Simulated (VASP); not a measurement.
Set up this calculation in VASP 6.6.1, as the native input.

| Property | Result |
| --- | --- |
| Task | vibrations by finite differences |
| Functional | PBE |
| Dispersion | D3 |
| Potentials or basis | VASP PAW PBE potentials, release 64 (N) |
| Cutoff | 400 eV |
| k mesh | 1 × 1 × 1 |
| Occupations | gaussian, width 0.01 eV |
| Spin | no spin polarisation |
| Further INCAR settings | ALGO = Normal; EDIFF = 1e-07; NBANDS = 12; ISYM = 0; IBRION = 5; POTIM = 0.015; NSW = 1 |

The structure of N2 lies in POSCAR:

```
N                                       
1.0
   11.4414717937      0.0000000000      0.0000000000
    0.0000000000     11.9414717937      0.0000000000
    0.0000000000      0.0000000000     12.4414717937
  N             
     2
Selective dynamics
Direct
0.5214622657000021  0.5159199176000016  0.4621639702999971  T T T
0.4777975652272807  0.4920518518363481  0.5391389410296434  T T T
```

These files were run (other wordings do the same):

INCAR

```
  PREC = Accurate
  ENCUT = 400
  EDIFF = 1E-7
  ISMEAR = 0
  SIGMA = 0.01
  LREAL = False
  LASPH = True
  NELM = 100
  ALGO = Normal
  ISIF = 2
  LWAVE = False
  LCHARG = False
  GGA = PE
  IVDW = 11
  NBANDS = 12
  IBRION = 5
  NFREE = 2
  POTIM = 0.015
  NSW = 1
  ISYM = 0
```

KPOINTS

```
regular mesh
0
Gamma
  1 1 1
```

Potentials or basis: VASP PAW PBE potentials, release 64 (N).

Command:

```sh
$ cat potpaw_PBE.64/N/POTCAR > POTCAR
$ mpirun -np 1 vasp_gam > vasp.out
```

Results of the run:

```yaml
Highest_phonon_frequency_at_Γ: 2424 cm⁻¹
Most_unstable_mode: 35i cm⁻¹
Dispersion_energy_per_atom: 0.000 eV
```

Caveat: some modes are imaginary; the standard files for N, O and F lose accuracy on very short bonds.

Run time: 6.4 min on 1 thread of Intel(R) Xeon(R) 6975P-C (Granite Rapids), on a shared host, peak memory 1 GiB.
